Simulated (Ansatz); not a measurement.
# Te2Pb: the cost of one run

Method: DFT PBE, scalar-relativistic, plane waves, PAW, in Ansatz 0.2.0.

2 further runs of the same task are left out: 2 set aside as unsound or not needed.

### 1 The system as given

Symmetry: I-42d, No. 122, tetragonal system. The conventional cell has a = 6.042 Å, b = 6.042 Å, c = 9.703 Å, α = 90.00°, β = 90.00°, γ = 90.00°. Ge (site symmetry -4) has 4 Se at 2.40 Å as nearest neighbours. Se (site symmetry 2) is surrounded by 2 Ge at 2.40 Å.

Structure file:

```cif
data_structure
_symmetry_space_group_name_H-M 'I-42d'
_symmetry_Int_Tables_number 122
_cell_length_a 6.0424
_cell_length_b 6.0424
_cell_length_c 9.7028
_cell_angle_alpha 90.000
_cell_angle_beta 90.000
_cell_angle_gamma 90.000
_cell_volume 354.26
loop_
_atom_site_label
_atom_site_type_symbol
_atom_site_symmetry_multiplicity
_atom_site_Wyckoff_symbol
_atom_site_fract_x
_atom_site_fract_y
_atom_site_fract_z
_atom_site_occupancy
Ge1 Ge 4 a 0.00000 0.50000 0.25000 1
Se1 Se 8 d 0.25000 0.26503 0.37500 1
```

It goes back to an entry of the Materials Project, which need not be the stable form.

It is the result of an earlier relaxation at this level (volume 29.52 Å³/atom; gap on the mesh: 1.63 eV).

### 2 The substitution Ge → Pb, Se → Te

The start of Te2Pb: fractional positions of relaxed GeSe2, cell scaled by 1.112, a guess from tabulated radii.

### 3 Probe: one point at the start (Te2Pb)

File input.yaml:

```yaml
crystal:
  lattice:
    - [-3.3610494687, 3.3610494687, 5.3971295748]
    - [3.3610494687, -3.3610494687, 5.3971295748]
    - [3.3610494687, 3.3610494687, -5.3971295748]
  atoms:
    - { symbol: Pb, position: [0.75, 0.25, 0.5] }
    - { symbol: Pb, position: [0.0, 0.0, 0.0] }
    - { symbol: Te, position: [0.6400250774, 0.625, 0.5150250774] }
    - { symbol: Te, position: [0.375, 0.8900250774, 0.0150250774] }
    - { symbol: Te, position: [0.875, 0.3599749226, 0.9849749226] }
    - { symbol: Te, position: [0.1099749226, 0.125, 0.4849749226] }
basis:
  ecutwfc: 420
kpoints:
  mp_grid: { grid: [4, 4, 4] }
hamiltonian:
  xc: pbe
scf:
  occupations: { method: gaussian, width: 0.1 }
output:
  forces: true
  stress: true
  eigenvalues: true
```

Started as:

```console
$ ansatz run input.yaml --threads 1 --pin off --max-ram 2560MiB --backend cpu --events-out ev --progress --plain --runs-dir out
```

Q: Estimate wall time and peak memory on 1 thread of Arm Neoverse V1, shared host.

About 13 s, with a peak of 0.48 GiB.
